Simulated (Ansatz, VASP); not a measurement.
**Al in VASP and in Ansatz**

```
CELL_PARAMETERS angstrom
2.75271 0.00000 0.00000
-1.37635 2.38391 0.00000
0.00000 0.00000 2.80039
ATOMIC_POSITIONS crystal
Al 0.00000 0.00000 0.00000
```

Alike in both runs: functional r2SCAN; k mesh 24 × 24 × 20; occupations gaussian, width 0.1 eV; no spin polarisation.

Ansatz relaxed the structure, and its values are those at the end. VASP's run is a single point on that final structure, the one shown.

|  | VASP | Ansatz |
| --- | --- | --- |
| version | VASP 6.6.1 | Ansatz 0.2.0 |
| potentials or method | VASP PAW PBE potentials, release 64 (Al) | scalar-relativistic, plane waves, PAW |
| plane-wave cutoff (eV) | 520 | 500 |
| valence electrons in the cell | 3 | 3 |

VASP gave:

| Item | Value |
| --- | --- |
| gap on the k mesh at the Fermi level (eV) | none |
| pressure (GPa) | -0.2 |

Q: What did Ansatz give for the same quantities?

A: gap on the k mesh at the Fermi level (eV): none; pressure (GPa): 0.0.

A gap of «none» marks a metal or a gap that the smearing closes.

Caveats: the PAW data sets were made with another functional, which shifts forces and pressure a little (VASP).
